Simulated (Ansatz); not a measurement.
# Al16Cl: the cost of one run

Program: Ansatz 0.2.0. Level of theory: DFT PBE, scalar-relativistic, plane waves, PAW. These are calculated values, not measurements.

2 further runs of the same task are left out: 2 set aside as unsound or not needed.

## Step 1: The structure to begin with

Symmetry: Pm, No. 6, monoclinic system. The conventional cell has a = 5.714 Å, b = 8.080 Å, c = 19.743 Å, α = 90.00°, β = 90.00°, γ = 90.00°. Around Al (site symmetry 1) lie 7 Al at 2.86 to 2.90 Å. Al (site symmetry m) is surrounded by 11 Al at 2.81 to 2.88 Å. Al (site symmetry 1) has 11 Al at 2.81 to 2.90 Å as nearest neighbours. Only part of the 13 independent sites is listed.

Coordinates:

```cif
data_structure
_symmetry_space_group_name_H-M 'Pm'
_symmetry_Int_Tables_number 6
_cell_length_a 5.7135
_cell_length_b 8.0801
_cell_length_c 19.7433
_cell_angle_alpha 90.000
_cell_angle_beta 90.000
_cell_angle_gamma 90.000
_cell_volume 911.47
loop_
_atom_site_label
_atom_site_type_symbol
_atom_site_symmetry_multiplicity
_atom_site_Wyckoff_symbol
_atom_site_fract_x
_atom_site_fract_y
_atom_site_fract_z
_atom_site_occupancy
Al1 Al 2 c 0.25000 0.25000 0.20260 1
Al2 Al 2 c 0.75000 0.25000 0.20260 1
Al3 Al 1 a 0.00000 0.00000 0.27495 1
Al4 Al 1 b 0.00000 0.50000 0.27495 1
Al5 Al 1 a 0.50000 0.00000 0.27495 1
Al6 Al 1 b 0.50000 0.50000 0.27495 1
Al7 Al 2 c 0.25000 0.25000 0.34955 1
Al8 Al 2 c 0.75000 0.25000 0.34955 1
Al9 Al 1 a 0.00000 0.00000 0.41752 1
Al10 Al 1 b 0.00000 0.50000 0.41752 1
Al11 Al 1 a 0.50000 0.00000 0.41752 1
Al12 Al 1 b 0.50000 0.50000 0.41752 1
Cl1 Cl 1 a 0.08333 0.00000 0.52444 1
```

This is the geometry of the first run shown, built on a cell relaxed beforehand with the same method.

## Step 2: What is varied

Atoms count from 1 in the order of the input.

Cl is moved over the surface cell; relaxed at each place: the height of the adsorbate's atoms; substrate rigid; the origin of the map has the adsorbate above Al13.

- position of Cl17 along the first surface vector, from above Al13: 6 values from 0.000 to 0.833, periodic
- position of Cl17 along the second surface vector, from above Al13: 10 values from 0.0 to 0.9, periodic

Relaxed at each point: the height of the adsorbate's atoms; substrate rigid. Points are written as (first, second).

The two vectors of the plane (Å): (2.857, 0.000, 0.000); (0.000, 4.040, 0.000).

## Step 3: Point (1/6, 0/10) of the map's two axes

Input file input.yaml:

```yaml
crystal:
  lattice:
    - [5.7135165838, 0.0, 0.0]
    - [0.0, 8.0801326417, 0.0]
    - [0.0, 0.0, 19.7432787023]
  atoms:
    - { symbol: Al, position: [0.25, 0.25, 0.2026005944] }
    - { symbol: Al, position: [0.25, 0.75, 0.2026005944] }
    - { symbol: Al, position: [0.75, 0.25, 0.2026005944] }
    - { symbol: Al, position: [0.75, 0.75, 0.2026005944] }
    - { symbol: Al, position: [0.0, 0.0, 0.2749482104] }
    - { symbol: Al, position: [0.0, 0.5, 0.2749482104] }
    - { symbol: Al, position: [0.5, 0.0, 0.2749482104] }
    - { symbol: Al, position: [0.5, 0.5, 0.2749482104] }
    - { symbol: Al, position: [0.25, 0.25, 0.3495466405] }
    - { symbol: Al, position: [0.25, 0.75, 0.3495466405] }
    - { symbol: Al, position: [0.75, 0.25, 0.3495466405] }
    - { symbol: Al, position: [0.75, 0.75, 0.3495466405] }
    - { symbol: Al, position: [0.0, 0.0, 0.4175232912] }
    - { symbol: Al, position: [0.0, 0.5, 0.4175232912] }
    - { symbol: Al, position: [0.5, 0.0, 0.4175232912] }
    - { symbol: Al, position: [0.5, 0.5, 0.4175232912] }
    - { symbol: Cl, position: [0.0833333333, 0.0, 0.5244350182] }
basis:
  ecutwfc: 420
kpoints:
  mp_grid: { grid: [5, 4, 1] }
hamiltonian:
  xc: pbe
  pseudopotentials: { kind: paw, azcp: { folder: soft_1 } }
scf:
  occupations: { method: gaussian, width: 0.1 }
output:
  forces: true
  eigenvalues: true
relax:
  adjacent_minimum: "off"
  f_tol: 0.025
  max_steps: 16
  constraints:
    - { sites: [0, 1, 2, 3, 4, 5, 6, 7, 8, 9, 10, 11, 12, 13, 14, 15] }
    - { sites: [16], fix: xy }
efield:
  axis: 3
  dipole_correction: true
  ramp_width: 0.04
```

Launch:

```sh
ansatz run input.yaml --threads 2 --pin off --max-ram 6144MiB --backend cpu --events-out ev --progress --plain --runs-dir out
```

What time and memory should one allow on 2 threads of Intel Xeon Platinum 8488C (Sapphire Rapids), shared host?

About 56 s, with a peak of 1.1 GiB.
